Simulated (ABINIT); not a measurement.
Input of an ABINIT 10.8.3 (patched build) run:

run.abi

```
# Pseudopotentials
pp_dirpath "./"
pseudos "As.GGA_PBE-JTH.xml"

# Structure
acell 2.7101226658 2.7299579875 2.6724263386 Angstrom
rprim
     0.9999698664    -0.0064126249    -0.0043754477
    -0.0063660320     0.9999054976     0.0121848029
    -0.0044371663     0.0124471158     0.9999126866
ntypat 1
znucl 33
natom 1
typat 1
xred
     0.4843510000     0.5055250000     0.4963750000
chkprim 0
chksymtnons 0
tolsym 1.0e-6

# Plane-wave basis
ecut 15.0
pawecutdg 30.0
pawxcdev 0

# k points
kptopt 1
ngkpt 10 10 10
nshiftk 1
shiftk 0.0 0.0 0.0

# Exchange and correlation
ixc 11

# Bands and occupations
nband 12
occopt 3
tsmear 0.05 eV

# SCF cycle
nstep 100
tolvrs 1.0e-9

# Output
iomode 3
prtwf 0
prteig 0
prtebands 0
enunit 2
prtden 1
prtvha 1
prtvclmb 1
prtpot 1
```

Potentials or basis: JTH PAW PBE v2.0.

The run is started by

```console
$ abinit run.abi > log 2>&1
```

**Question.** Estimate the band gap on the k mesh.

**Answer.** None (metal or under the smearing width).

**Question.** Predict the pressure.

**Answer.** 2.3 GPa.

Stress tensor (GPa, compression positive):
```
 1.78  0.29  0.43
 0.29  0.45 -0.85
 0.43 -0.85  4.52
```
